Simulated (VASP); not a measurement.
# WSe2: relaxation of shape and atoms at fixed volume with PBE+D3(BJ)

Crystal: WSe2.

```
W Se
1.0
     3.23700    0.00000    0.00000
    -1.61850    2.80332    0.00000
     0.00000    0.00000   12.61878
W Se
2 4
Cartesian
  0.0000 1.8689 3.1547
  1.6185 0.9344 9.4641
  0.0000 1.8689 7.8009
  1.6185 0.9344 1.4915
  0.0000 1.8689 11.1273
  1.6185 0.9344 4.8179
```

The cell isn't the ideal one: a relaxed cell with its volume scaled by 0.96.

```json
{
  "Program": "VASP 6.6.1",
  "Task": "relaxation of shape and atoms at fixed volume",
  "Functional": "PBE",
  "Dispersion": "D3(BJ)",
  "Potentials or basis": "VASP PAW PBE potentials, release 64 (W_sv, Se)",
  "Cutoff": "600 eV",
  "k mesh": "9 × 9 × 2",
  "Occupations": "gaussian, width 0.03 eV",
  "Spin": "no spin polarisation",
  "Further INCAR settings": "ALGO = Fast; EDIFF = 1e-07; IBRION = 2; EDIFFG = -0.01; NSW = 40; ISIF = 4"
}
```

- Energy gained by relaxing: 9.6 meV/atom
- Ionic steps: 5
- Pressure after relaxing: 2.5 GPa
- Largest force after relaxing: 0.007 eV/Å
- Band gap on the k mesh: 0.87 eV, indirect (least direct gap 1.62 eV)
- Dispersion energy per atom: -0.496 eV

Forces in eV/Å, atoms in the order of the input:
```
W    0.000  0.000  0.000
W    0.000  0.000  0.000
Se   0.000  0.000 -0.007
Se   0.000  0.000 -0.007
Se   0.000  0.000  0.007
Se   0.000  0.000  0.007
```

Stress tensor (GPa, compression positive):
```
2.47 0.00 0.00
0.00 2.47 0.00
0.00 0.00 2.55
```

The path:
```csv
step,energy change (eV),largest force (eV/Å),pressure (GPa)
1,0.0000,0.7046,6.42
2,-0.0407,0.0458,3.00
3,-0.0420,0.0630,3.49
4,-0.0548,0.0331,2.92
5,-0.0577,0.0074,2.50
```

Final structure:
```
CELL_PARAMETERS angstrom
3.25523 0.00000 0.00000
-1.62762 2.81911 0.00000
0.00000 0.00000 12.47779
ATOMIC_POSITIONS crystal
W 0.33333 0.66667 0.25000
W 0.66667 0.33333 0.75000
Se 0.33333 0.66667 0.61464
Se 0.66667 0.33333 0.11464
Se 0.33333 0.66667 0.88536
Se 0.66667 0.33333 0.38536
```

Levels at points of the mesh, in eV from the valence-band top:
```csv
k point,band 23,band 24,band 25,band 26,band 27,band 28,band 29,band 30
"(0.00, 0.00, 0.00)",-1.47,-1.37,-0.79,0.00,2.60,2.60,2.60,2.62
"(0.00, 0.00, 0.50)",-1.52,-1.52,-0.18,-0.18,2.58,2.58,2.58,2.58
```

It took 6.1 min on 2 MPI ranks on Intel(R) Xeon(R) Platinum 8375C CPU @ 2.90GHz (Ice Lake), on a shared host, peak memory 0.32 GiB a rank.

Caveat: spin-orbit coupling is left out, which moves the levels of the heavy elements; an odd mesh through Γ misses points on the zone boundary, where band edges often lie.
